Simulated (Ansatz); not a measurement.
# Reading a calculation: CaO (rocksalt structure)

**What was measured.** From a printed reference work, textbook, for a bulk crystal of CaO: lattice constant a 4.8105 Å.

Level of theory: DFT, r²SCAN, scalar-relativistic, no spin polarisation; plane waves to 500 eV with PAW datasets (Ansatz 0.2.0), Γ-centred 8×8×8 mesh, 0.05 eV Gaussian smearing; PAW files: Ansatz's generated set soft_2.

The compound is reported in the structure type of the start.

The relaxed structure (symmetry read at 0.01 Å). The structure is cubic, space group Fm-3m (No. 225). The conventional cell has a = 4.795 Å, b = 4.795 Å, c = 4.795 Å, α = 90.00°, β = 90.00°, γ = 90.00°. Around Ca (site symmetry m-3m) lie 6 O at 2.40 Å. O (site symmetry m-3m) has 6 Ca at 2.40 Å as nearest neighbours. (Shells end 15 % past the nearest neighbour.)

Problem. Should it be a metal or an insulator?

Solution. Formal charges Ca²⁺, O²⁻ balance and leave closed shells on every ion, so a band insulator is expected, and the gap is 4.20 eV.

Problem. What fixes the bond lengths?

Solution. Shannon's ionic radii give a check on the bond lengths: Ca²⁺ with 6 neighbours 1.00 Å + O²⁻ 1.40 Å = 2.40 Å against a computed mean of 2.40 Å. Sums and bonds agree within 3 %, so ion sizes set the bond lengths.

Problem. How ionic is it?

Solution. Bader charges against formal ones: Ca +1.52 (+2), O −1.52 (−2). The cations give up 76 % of the formal charge; Bader charges stay under formal ones because the anions' density reaches into the cations' basins.

Problem. How stiff is it, in energy terms?

Solution. B0·V0 = 117.0 GPa × 13.78 Å³ = 10.06 eV/atom sets the scale: near the minimum ΔE ≈ ½ B0 V0 x², with x = V/V0 − 1, and a pressure of 1.2 GPa squeezes the volume by about 1 %. At the ends of the curve: x = −4.0 % predicts 8.0 meV/atom and the run gives 8.7; x = +7.0 % predicts 24.7 meV/atom and the run gives 21.8. Compression costs more and expansion less than the parabola says, since the crystal stiffens as it shrinks; B0′ measures that.

Problem. Which Debye temperature follows from the elastic moduli?

Solution. K = 117 GPa and G = 82 GPa (Hill). With a density of 3.379 g/cm³ (mean mass 28.0 u, 13.78 Å³/atom), K = 116.9 and G = 81.9 GPa from the unrounded constants, v_l = √((K + 4G/3)/ρ) = 8180 m/s and v_t = √(G/ρ) = 4920 m/s. The mean [(1/v_l³ + 2/v_t³)/3]^(−1/3) is 5450 m/s, and θ_D = (ħ/k_B)(6π²/V)^(1/3) v_m ≈ 680 K, with V the volume an atom.

All results together:

| Item | Value |
| --- | --- |
| Volume | 13.78 Å³/atom |
| Band gap | 4.20 eV |
| Smallest direct gap | 4.57 eV |
| Bader charges | Ca 1.52; O -1.52 e |
| Formation energy from the elements (0 K, uncorrected) | -3.22 eV/atom |
| Bulk modulus (Birch–Murnaghan) | 117 GPa |
| Pressure derivative B0′ | 4.4 |
| Shear modulus (Hill) | 82 GPa |
| Young's modulus | 199 GPa |
| Poisson's ratio | 0.22 |
| Elastically stable | yes |

**Against experiment.** Against the measured lattice constant a of CaO, 4.8105 Å (a printed reference work, textbook), the calculated 4.795 Å is off by -0.3 %. The calculation is for a static lattice, without zero-point motion or thermal expansion.

Kohn–Sham gaps of semilocal functionals lie under measured ones, often by a third or more.
